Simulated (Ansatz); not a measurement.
# Relaxing VSi2

All numbers below come from Ansatz 0.2.0, DFT PBE, scalar-relativistic, plane waves, PAW.

The start is a database structure of VSi2, space group P6_222 (No. 180).

Input of the last, converged step (default PAW datasets):

```yaml
crystal:
  lattice:
    - [4.5347995798, 0.0, 0.0]
    - [-2.2673997899, 3.9272516372, 0.0]
    - [0.0, 0.0, 6.31890063]
  atoms:
    - { symbol: V, position: [0.0, 0.5, 0.16666667] }
    - { symbol: V, position: [0.5, 0.5, 0.83333333] }
    - { symbol: V, position: [0.5, 0.0, 0.5] }
    - { symbol: Si, position: [0.83750678, 0.67501355, 0.5] }
    - { symbol: Si, position: [0.16249323, 0.83750678, 0.83333333] }
    - { symbol: Si, position: [0.67501355, 0.83750678, 0.16666667] }
    - { symbol: Si, position: [0.16249322, 0.32498645, 0.5] }
    - { symbol: Si, position: [0.83750678, 0.16249322, 0.83333333] }
    - { symbol: Si, position: [0.32498645, 0.16249323, 0.16666667] }
basis:
  ecutwfc: 420
kpoints:
  mp_grid: { grid: [12, 12, 6] }
hamiltonian:
  xc: pbe
scf:
  occupations: { method: gaussian, width: 0.1 }
output:
  forces: true
  stress: true
  eigenvalues: true
relax:
  adjacent_minimum: "off"
  f_tol: 0.01
  max_steps: 80
  cell: { stress_tol: 0.05 }
```

Launched as:

```bash
ansatz run input.yaml --threads 1 --pin off --max-ram 2560MiB --backend cpu --events-out ev --progress --plain --runs-dir out
```

The run took 2.3 min on 1 thread of Intel(R) Xeon(R) Platinum 8488C (Sapphire Rapids), on a shared host, peak memory 0.59 GiB.

End of the output:

```
SCF converged after 6 iterations
Free energy (F): -12556.461329 eV
Harris-Foulkes:  -12556.461329 eV  (|F-HF|=3.64e-12)
Internal energy: -12556.428688 eV  (E = F + TS)
E sigma→0 (E₀):  -12556.445009 eV
Entropy (-TS):   -0.032641 eV (-3.627 meV/atom)
Fermi energy:    14.065375 eV
--- Per-component energies (eV) ---
  E_band       = -356.917211
  E_kinetic    = 1275.701428
  E_local      = -3838.943905  (includes V_loc(G=0)·N_el)
  E_nonlocal   = 13.721559
  E_hartree    = 1798.734948
  E_xc         = -735.102696
  E_vxc        = -793.811609  (∫ρ·V_xc dr)
  E_paw        = -6416.042920  (= ΣΔE_a)
  E_vpaw       = -611.055478  (= ΣTr[D̂ρ^β])
  E_aug_tail   = 0.000865  (compensation charges beyond the density's cutoff)
  E_ewald      = -4654.497969
  E_smearing   = -0.032641  (= −TS)
  E_closure    = 0.000000  (closes the sum)
  Σ components = -12556.461329   (vs F -12556.461329, Δ=0.00e0)
--- Forces (eV/Å), atoms counted from 1 ---
  atom   1  V      0.00000000     0.00000000     0.00000000
  atom   2  V      0.00000000     0.00000000     0.00000000
  atom   3  V      0.00000000     0.00000000     0.00000000
  atom   4  Si     0.00000000    -0.00456676     0.00000000
  atom   5  Si     0.00395493    -0.00228338     0.00000000
  atom   6  Si    -0.00395493    -0.00228338     0.00000000
  atom   7  Si     0.00000000     0.00456676     0.00000000
  atom   8  Si    -0.00395493     0.00228338     0.00000000
  atom   9  Si     0.00395493     0.00228338     0.00000000
  max |Σ_I F_I| component: 1.62e-16 eV/Å
--- Stress (GPa, compression-positive) ---
        0.021596       0.000000       0.000000
        0.000000       0.021596       0.000000
        0.000000       0.000000       0.046868
  P = ⅓ Tr σ = 0.0300 GPa (0.300 kbar)
--- Relaxed structure (3 steps of the walk, 3 accepted, 1 SCFs on fresh bases) ---
  F+E_penalty+E_count = -12556.46132890 eV   max|allowed force component| = 4.567e-3 eV/Å   (the final SCF, on the basis selected at the relaxed cell)
  cell:  # Å, volume = 114.9219 Å³
    - [4.565061, 0.0, 0.000000]
    - [-2.282530, 3.953459, 0.000000]
    - [0.000000, 0.0, 6.367646]
  atoms:
    - { symbol: V, position: [0.000000, 0.5, 0.166667] }
    - { symbol: V, position: [0.5, 0.5, 0.833333] }
    - { symbol: V, position: [0.5, 0.000000, 0.500000] }
    - { symbol: Si, position: [0.837203, 0.674407, 0.500000] }
    - { symbol: Si, position: [0.162797, 0.837203, 0.833333] }
    - { symbol: Si, position: [0.674407, 0.837203, 0.166667] }
    - { symbol: Si, position: [0.162797, 0.325593, 0.500000] }
    - { symbol: Si, position: [0.837203, 0.162797, 0.833333] }
    - { symbol: Si, position: [0.325593, 0.162797, 0.166667] }
```

Absolute energies hang on the potentials; compare differences alone.

The result has space group P6_222 (No. 180). Around V lie 10 Si at 2.51–2.67 Å and 4 V at 3.12 Å; Si is coordinated by 5 Si at 2.48–2.67 Å, 5 V at 2.51–2.67 Å and 4 Si at 3.08–3.16 Å.

Against the elements it lies at -0.48 eV/atom. Formation energies are uncorrected and refer to the elements' standard structures at the same level.

For metals, differences of a few meV/atom aren't resolved.

A structure relaxed within its symmetry needn't be a true minimum.